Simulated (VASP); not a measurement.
Wanted: the native input for a VASP 6.6.1 run.

| Property | Result |
| --- | --- |
| Task | relaxation of cell and atoms |
| Functional | PBE |
| Potentials or basis | VASP PAW PBE potentials, release 64 (Rh_pv) |
| Cutoff | 520 eV |
| k mesh | 18 × 18 × 18 |
| Occupations | gaussian, width 0.1 eV |
| Spin | no spin polarisation |
| Further INCAR settings | ALGO = Normal; EDIFF = 1e-07; IBRION = 2; EDIFFG = -0.002; NSW = 80; ISIF = 3 |

The structure of Rh lies in POSCAR:

```
Rh
1.0
    0.0000000000      1.8978500000      1.8978500000
    1.8978500000      0.0000000000      1.8978500000
    1.8978500000      1.8978500000      0.0000000000
Rh
1
Direct
    0.0000000000      0.0000000000      0.0000000000
```

One way to write it, as run:

INCAR

```
PREC = Accurate
ENCUT = 520
EDIFF = 1E-7
ISMEAR = 0
SIGMA = 0.1
LREAL = F
LASPH = T
NELM = 60
ALGO = Normal
ISIF = 3
LWAVE = F
LCHARG = F
GGA = PE
IBRION = 2
NSW = 80
EDIFFG = -0.002
```

KPOINTS

```
Automatic mesh
0
Gamma
  18 18 18
```

Potentials or basis: VASP PAW PBE potentials, release 64 (Rh_pv).

The run is started by

```console
$ cat potpaw_PBE.64/Rh_pv/POTCAR > POTCAR
$ mpirun -np 1 vasp_std > vasp.out
```

It gave:

```yaml
Relaxed_volume: 14.05 Å³/atom
Relaxed_cell: a = 2.708 Å, b = 2.708 Å, c = 2.708 Å, α = 60.00°, β = 60.00°, γ = 60.00°
Space_group_after_relaxing_to_0.05_Å: Fm-3m (No. 225)
Energy_gained_by_relaxing: 8.5 meV/atom
Ionic_steps: 4
Pressure_after_relaxing: 0.0 GPa
Band_gap_on_the_k_mesh: none (metal or under the smearing width)
```

Run time: 52 s on 1 thread of Intel(R) Xeon(R) Platinum 8488C (Sapphire Rapids), with other jobs on the host, peak memory 0.15 GiB.
